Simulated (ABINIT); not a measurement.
# Pd (P6_3/mmc) in ABINIT: convergence with cutoff

Aim: find how far cutoff must go before the results for Pd settle, at PBEsol. This setting moves, with any that are tied to it; all else stays.

Everything below comes from runs of ABINIT 10.8.3 (patched build). Logs are shortened: lines on timing, memory, paths and dates and some standing lists are left out, and cuts for length are marked. The log counts tension as positive stress, the text compression.

### 1 The structure

The structure is hexagonal, space group P6_3/mmc (No. 194). The conventional cell has a = 2.784 Å, b = 2.784 Å, c = 4.629 Å, α = 90.00°, β = 90.00°, γ = 120.00°. Pd (site symmetry -6m2) is surrounded by 12 Pd at 2.78 to 2.82 Å.

This isn't the form of Pd at room conditions, which is fcc.

### 2 With cutoff 9 Ha

run.abi reads:

```
# Pseudopotentials
pp_dirpath "./"
pseudos "Pd.GGA_PBE-JTH.xml"

# Structure
acell 5.2603645593 5.2603645593 8.7473400302
rprim
     1.0000000000     0.0000000000     0.0000000000
    -0.5000000000     0.8660254038     0.0000000000
     0.0000000000     0.0000000000     1.0000000000
ntypat 1
znucl 46
natom 2
typat 1 1
xred
     0.3333333333     0.6666666667     0.2500000000
     0.6666666667     0.3333333333     0.7500000000

# Plane-wave basis
ecut 244.902476 eV
pawecutdg 57.2
pawxcdev 0

# k points
kptopt 1
ngkpt 11 11 6
nshiftk 1
shiftk 0.0 0.0 0.0

# Exchange and correlation
ixc -116133

# Bands and occupations
nband 22
occopt 7
tsmear 0.05 eV

# SCF cycle
nstep 100
tolvrs 1.0e-9

# Output
iomode 3
prtwf 0
prtden 0
prteig 0
prtebands 0
enunit 1
```

Potentials or basis: JTH PAW PBE v2.0.

Command:

```sh
$ abinit run.abi > log 2>&1
```

run.abo:

```text
.Version 10.8.3 of ABINIT
 Symmetries : space group P6_3/m m c (#194); Bravais hP (primitive hexag.)
================================================================================
 Values of the parameters that define the memory need of the present run
     intxc =       0    ionmov =       0      iscf =      17    lmnmax =      18
     lnmax =       6     mgfft =      24  mpssoang =       3    mqgrid =    3001
     natom =       2  nloc_mem =       2    nspden =       1   nspinor =       1
    nsppol =       1      nsym =      24    n1xccc =       1    ntypat =       1
    occopt =       7   xclevel =       2
       mpw =         286          nfft =        6144          nkpt =          64
 PAW method is used; the additional fine FFT grid is defined by:
   mgfftf=        60    nfftf =     77760
================================================================================
================================================================================

--------------------------------------------------------------------------------
------------- Echo of variables that govern the present computation ------------
--------------------------------------------------------------------------------
 -outvars: echo values of preprocessed input variables --------
            acell      5.2603645593E+00  5.2603645593E+00  8.7473400302E+00 Bohr
              amu      1.06420000E+02
             ecut      8.99999999E+00 Hartree
           enunit           1
                       outvar_i_n : Printing only first  50 k-points.
              ixc     -116133
                       outvar_i_n : Printing only first  50 k-points.
         kptrlatt       11    0    0      0   11    0      0    0    6
          kptrlen      5.24840402E+01
            natom           2
            nband          22
            ngfft          16      16      24
          ngfftdg          36      36      60
             nkpt          64
            nstep         100
             nsym          24
           ntypat           1
                       prtocc : prtvol=0, do not print more k-points.
           occopt           7
        pawecutdg      5.72000000E+01 Hartree
         pawxcdev           0
           prtden           0
        prtebands           0
           prteig           0
            prtwf           0
            rprim      1.0000000000E+00  0.0000000000E+00  0.0000000000E+00
                      -5.0000000000E-01  8.6602540380E-01  0.0000000000E+00
                       0.0000000000E+00  0.0000000000E+00  1.0000000000E+00
          spgroup         194
           tolvrs      1.00000000E-09
           tsmear      1.83746611E-03 Hartree
            typat      1  1
           useylm           1
                       outvars : Printing only first  50 k-points.
           xangst     -8.0542189207E-18  1.6071497625E+00  1.1572232492E+00
                       1.3918325220E+00  8.0357488124E-01  3.4716697476E+00
            xcart     -1.5220267918E-17  3.0370728944E+00  2.1868350076E+00
                       2.6301822796E+00  1.5185364472E+00  6.5605050227E+00
             xred      3.3333333333E-01  6.6666666667E-01  2.5000000000E-01
                       6.6666666667E-01  3.3333333333E-01  7.5000000000E-01
            znucl       46.00000

================================================================================

[... 119 lines left out ...]
       0.666666666667      0.333333333333      0.750000000000
 rms dE/dt=  3.4762E-28; max dE/dt=  5.3853E-28; dE/dt below (all hartree)
    1      -0.000000000000     -0.000000000000      0.000000000000
    2       0.000000000000      0.000000000000      0.000000000000

 cartesian coordinates (angstrom) at end:
    1     -0.00000000000000     1.60714976247844     1.15722324921528
    2      1.39183252196745     0.80357488123922     3.47166974764583

 cartesian forces (hartree/bohr) at end:
    1      0.00000000000000     0.00000000000000    -0.00000000000000
    2     -0.00000000000000    -0.00000000000000    -0.00000000000000
 frms,max,avg= 9.0286133E-29 1.1821230E-28   0.000E+00  0.000E+00  0.000E+00 h/b

 cartesian forces (eV/Angstrom) at end:
    1      0.00000000000000     0.00000000000000    -0.00000000000000
    2     -0.00000000000000    -0.00000000000000    -0.00000000000000
 frms,max,avg= 4.6426996E-27 6.0787207E-27   0.000E+00  0.000E+00  0.000E+00 e/A
 length scales=  5.260364559300  5.260364559300  8.747340030200 bohr
              =  2.783665043935  2.783665043935  4.628892996861 angstroms
 Fermi (or HOMO) energy (eV) =  10.64916   Average Vxc (eV)= -12.37525
 Eigenvalues (   eV  ) for nkpt=  64  k points:
 kpt#   1, nband= 22, wtk=  0.00138, kpt=  0.0000  0.0000  0.0000 (reduced coord)
 -73.81891  -73.78071  -39.57567  -39.36576  -39.36576  -39.32253  -39.32253  -39.26259
   3.80152    5.58682    7.75819    7.89358    7.89358    8.25323    8.25323    8.90998
   8.90998   10.37548   10.37548   11.65462   17.70576   27.73899
 prteigrs : prtvol=0 or 1, do not print more k-points.

--- !EnergyTerms
iteration_state     : {dtset: 1, }
comment             : Components of total free energy in Hartree
kinetic             :  2.48903814911841E+01
hartree             :  2.99827001616312E+01
xc                  : -8.19398267019195E+00
Ewald energy        : -1.98463701987193E+02
psp_core            :  1.56405347993528E+01
local_psp           : -1.02576794870180E+02
PAW spherical_terms : -1.87837548020248E+01
internal            : -2.57504617877421E+02
'-kT*entropy'       : -3.17459438883017E-04
total_energy        : -2.57504935336860E+02
total_energy_eV     : -7.00706625569765E+03
...

--- !EnergyTermsDC
iteration_state     : {dtset: 1, }
comment             : '"Double-counting" decomposition of free energy'
band_energy         : -2.22675428642756E+01
Ewald energy        : -1.98463701987193E+02
psp_core            :  1.56405347993528E+01
xc_dc               : -2.87344614719694E+01
PAW spherical_terms : -2.36794399777807E+01
internal            : -2.57504611501866E+02
'-kT*entropy'       : -3.17459438883017E-04
total_energy_dc     : -2.57504928961305E+02
total_energy_dc_eV  : -7.00706608220996E+03
...

--- !EnergyTermsWithPAWCore
iteration_state     : {dtset: 1, }
comment             : 'Components of total free energy, including PAW core contributions'
Total energy        : -1.00871174338460E+04
Total energy DC     : -1.00871174274705E+04
Total energy (eV)   : -2.74484448600953E+05
Total energy DC (eV): -2.74484448427465E+05
...

 Cartesian components of stress tensor (hartree/bohr^3)
  sigma(1 1)=  1.81740245E-03  sigma(3 2)=  0.00000000E+00
  sigma(2 2)=  1.81740245E-03  sigma(3 1)=  0.00000000E+00
  sigma(3 3)=  1.80707746E-03  sigma(2 1)=  0.00000000E+00

-Cartesian components of stress tensor (GPa)         [Pressure= -5.3369E+01 GPa]
- sigma(1 1)=  5.34698262E+01  sigma(3 2)=  0.00000000E+00
- sigma(2 2)=  5.34698261E+01  sigma(3 1)=  0.00000000E+00
- sigma(3 3)=  5.31660544E+01  sigma(2 1)=  0.00000000E+00

== END DATASET(S) ==============================================================
================================================================================

 -outvars: echo values of variables after computation  --------
            acell      5.2603645593E+00  5.2603645593E+00  8.7473400302E+00 Bohr
           etotal     -2.5750492896E+02
            fcart      1.0237485227E-28  1.1821229703E-28 -0.0000000000E+00
                      -1.0237485227E-28 -1.1821229703E-28 -0.0000000000E+00
            rprim      1.0000000000E+00  0.0000000000E+00  0.0000000000E+00
                      -5.0000000000E-01  8.6602540380E-01  0.0000000000E+00
                       0.0000000000E+00  0.0000000000E+00  1.0000000000E+00
           strten      1.8174024524E-03  1.8174024496E-03  1.8070774591E-03
                       0.0000000000E+00  0.0000000000E+00  0.0000000000E+00
           xangst     -8.0542189207E-18  1.6071497625E+00  1.1572232492E+00
                       1.3918325220E+00  8.0357488124E-01  3.4716697476E+00
             xred      3.3333333333E-01  6.6666666667E-01  2.5000000000E-01
                       6.6666666667E-01  3.3333333333E-01  7.5000000000E-01
 Calculation completed.
```

It took 24 s on 1 thread of Arm Neoverse V2, shared host; peak memory 0.13 GiB.

What came out:

| Quantity | Value |
| --- | --- |
| Free energy | -7007.0661 eV |
| Band gap on the k mesh | none (metal or under the smearing width) |
| Valence electrons inside the program's atomic spheres | Pd 16.86 (radii [1.3291] Å) |

### 3 With cutoff 11 Ha

Edit run.abi of step 2 so:

```diff
@@ -19,3 +19,3 @@
 # Plane-wave basis
-ecut 244.902476 eV
+ecut 299.325249 eV
 pawecutdg 57.2
```

Potentials or basis: JTH PAW PBE v2.0.

Command:

```sh
$ abinit run.abi > log 2>&1
```

Run time: 26 s. Hardware: 1 thread of Arm Neoverse V2, shared host; peak memory 0.14 GiB.

The run converged. Its results:

* Free energy: -7008.6959 eV
* Band gap on the k mesh: none (metal or under the smearing width)
* Valence electrons inside the program's atomic spheres: Pd 16.84 (radii [1.3291] Å)

### 4 With cutoff 13 Ha

Edit run.abi of step 3 so:

```diff
@@ -19,3 +19,3 @@
 # Plane-wave basis
-ecut 299.325249 eV
+ecut 353.748021 eV
 pawecutdg 57.2
```

Command:

```sh
$ abinit run.abi > log 2>&1
```

It took 46 s on 1 thread of Arm Neoverse V2, shared host; peak memory 0.14 GiB.

It converged, with:

- Free energy: -7009.0106 eV
- Band gap on the k mesh: none (metal or under the smearing width)
- Valence electrons inside the program's atomic spheres: Pd 16.84 (radii [1.3291] Å)

### 5 With cutoff 15.5 Ha

Edit run.abi of step 4 so:

```diff
@@ -19,3 +19,3 @@
 # Plane-wave basis
-ecut 353.748021 eV
+ecut 421.776487 eV
 pawecutdg 57.2
```

Command:

```sh
$ abinit run.abi > log 2>&1
```

It took 54 s on 1 thread of Arm Neoverse V2, shared host; peak memory 0.15 GiB.

Results (log left out):

```yaml
Free_energy: -7009.1410 eV
Band_gap_on_the_k_mesh: none (metal or under the smearing width)
Valence_electrons_inside_the_program's_atomic_spheres: Pd 16.84 (radii [1.3291] Å)
```

### 6 With cutoff 18.5 Ha

Edit run.abi of step 5 so:

```diff
@@ -19,3 +19,3 @@
 # Plane-wave basis
-ecut 421.776487 eV
+ecut 503.410646 eV
 pawecutdg 57.2
```

Potentials or basis: JTH PAW PBE v2.0.

Command:

```sh
$ abinit run.abi > log 2>&1
```

Wall time 63 s (1 thread of Arm Neoverse V2, shared host); peak memory 0.16 GiB.

The run converged. Its results:

```
Free energy                                           : -7009.2472 eV
Pressure                                              : -12.0 GPa
Band gap on the k mesh                                : none (metal or under the smearing width)
Valence electrons inside the program's atomic spheres : Pd 16.84 (radii [1.3291] Å)
```

### 7 With cutoff 22 Ha

Edit run.abi of step 6 so:

```diff
@@ -19,3 +19,3 @@
 # Plane-wave basis
-ecut 503.410646 eV
+ecut 598.650497 eV
 pawecutdg 57.2
```

Command:

```sh
$ abinit run.abi > log 2>&1
```

Wall time 74 s (1 thread of Arm Neoverse V2, shared host); peak memory 0.17 GiB.

It converged, with:

```yaml
Free_energy: -7009.2752 eV
Pressure: -10.7 GPa
Band_gap_on_the_k_mesh: none (metal or under the smearing width)
Valence_electrons_inside_the_program's_atomic_spheres: Pd 16.84 (radii [1.3291] Å)
```

### 8 With cutoff 25.5 Ha

Edit run.abi of step 7 so:

```diff
@@ -19,3 +19,3 @@
 # Plane-wave basis
-ecut 598.650497 eV
+ecut 693.890349 eV
 pawecutdg 57.2
```

Command:

```sh
$ abinit run.abi > log 2>&1
```

Wall time 95 s (1 thread of Arm Neoverse V2, shared host); peak memory 0.18 GiB.

The run converged. Its results:

* Free energy: -7009.2810 eV
* Pressure: -10.9 GPa
* Band gap on the k mesh: none (metal or under the smearing width)
* Valence electrons inside the program's atomic spheres: Pd 16.84 (radii [1.3291] Å)

### 9 With cutoff 29.5 Ha

Edit run.abi of step 8 so:

```diff
@@ -19,3 +19,3 @@
 # Plane-wave basis
-ecut 693.890349 eV
+ecut 802.735894 eV
 pawecutdg 57.2
```

Potentials or basis: JTH PAW PBE v2.0.

Command:

```sh
$ abinit run.abi > log 2>&1
```

Run time: 1.9 min. Hardware: 1 thread of Arm Neoverse V2, shared host; peak memory 0.19 GiB.

Results (log left out):

```
Free energy                                           : -7009.2900 eV
Pressure                                              : -10.8 GPa
Band gap on the k mesh                                : none (metal or under the smearing width)
Valence electrons inside the program's atomic spheres : Pd 16.84 (radii [1.3291] Å)
```

### 10 With cutoff 35 Ha

Edit run.abi of step 9 so:

```diff
@@ -19,3 +19,3 @@
 # Plane-wave basis
-ecut 802.735894 eV
+ecut 952.398519 eV
 pawecutdg 57.2
```

Command:

```sh
$ abinit run.abi > log 2>&1
```

Wall time 2.9 min (1 thread of Arm Neoverse V2, shared host); peak memory 0.21 GiB.

It converged, with:

```yaml
Free_energy: -7009.2919 eV
Pressure: -10.7 GPa
Band_gap_on_the_k_mesh: none (metal or under the smearing width)
Valence_electrons_inside_the_program's_atomic_spheres: Pd 16.84 (radii [1.3291] Å)
```

### 11 The series at a glance

```csv
cutoff,"energy less the tightest run, at zero smearing (meV/atom)",SCF cycles,CPU time (s),peak memory (GiB)
9 Ha,1112.80,19,24,0.13
11 Ha,297.98,17,26,0.14
13 Ha,140.63,26,46,0.14
15.5 Ha,75.48,26,54,0.15
18.5 Ha,22.35,21,63,0.16
22 Ha,8.39,21,74,0.17
25.5 Ha,5.49,25,95,0.18
29.5 Ha,0.98,22,110,0.19
35 Ha,0.00,27,170,0.21
```

Against the tightest run, the energy stays within 1 meV/atom from 29.5 Ha on. The tightest run that finished is the yardstick and may itself not be fully converged.

Caveats: the PAW data sets were made with another functional, which shifts forces and pressure a little.
